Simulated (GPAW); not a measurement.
# GaCo in GPAW: convergence with basis set

Input of the first run (basis set lcao:sz(dzp)); the others differ in this setting and in those tied to it:

run.py

```python
from ase import Atoms
from ase.dft.bandgap import bandgap
from ase.io import write
from gpaw import GPAW

atoms = Atoms(['Ga', 'Co'],
              cell=[[2.878, 0.0, 0.0],
                    [0.0, 2.878, 0.0],
                    [0.0, 0.0, 2.878]],
              scaled_positions=[[0.5, 0.5, 0.5],
                                [0.0, 0.0, 0.0]],
              pbc=True)
atoms.set_initial_magnetic_moments([0.0, 2.0])

calc = GPAW(mode='lcao',
            h=0.16,
            basis='sz(dzp)',
            xc='PBE',
            kpts={'size': (9, 9, 9), 'gamma': True},
            occupations={'name': 'fermi-dirac', 'width': 0.05},
            convergence={'density': 1e-05, 'energy': 1e-05},
            maxiter=100,
            txt='gpaw.txt')
atoms.calc = calc
energy = atoms.get_potential_energy()
forces = atoms.get_forces()
calc.write('gs.gpw')
write('result.traj', atoms)
print(f'Energy: {energy:.6f} eV')
print('Forces (eV/A):')
print(forces.round(4))
print('Moments:', calc.get_magnetic_moments().round(3))
print('Fermi level:', round(calc.get_fermi_level(), 4), 'eV')
print(f'Gap: {bandgap(calc)[0]:.4f} eV, direct: {bandgap(calc, direct=True)[0]:.4f} eV')
```

Potentials or basis: GPAW PAW data sets (gpaw-data 1.2.1), lcao:sz(dzp).

Run with:

```sh
$ OMP_NUM_THREADS=1 python run.py
```

Hardware: 1 thread of Arm Neoverse V1, with other jobs on the host.

| basis set | energy less the tightest run, at zero smearing (meV/atom) | largest site moment (μB) | SCF cycles | CPU time (s) | peak memory (GiB) |
| --- | --- | --- | --- | --- | --- |
| lcao:sz(dzp) | 1477.18 | 0.45 | 14 | 100 | 0.16 |
| lcao:szp(dzp) | 893.25 | 0.00 | 15 | 440 | 0.18 |
| lcao:dz(dzp) | 401.94 | 0.00 | 24 | 210 | 0.17 |
| lcao:dzp | 268.72 | 0.00 | 18 | 600 | 0.19 |
| fd | -33.46 | 0.00 | 19 | 75 | 0.25 |
| pw | 0.00 | 0.00 | 16 | 30 | 0.15 |

Against the tightest run, the largest site moment stays within 0.02 μB from lcao:szp(dzp) on. Not settled before the last step: the energy (to 1 meV/atom). The tightest run that finished is the yardstick and may itself not be fully converged.

Caveat, for the tightest run too: the starting moments collapsed, and a magnetic state may lie lower.
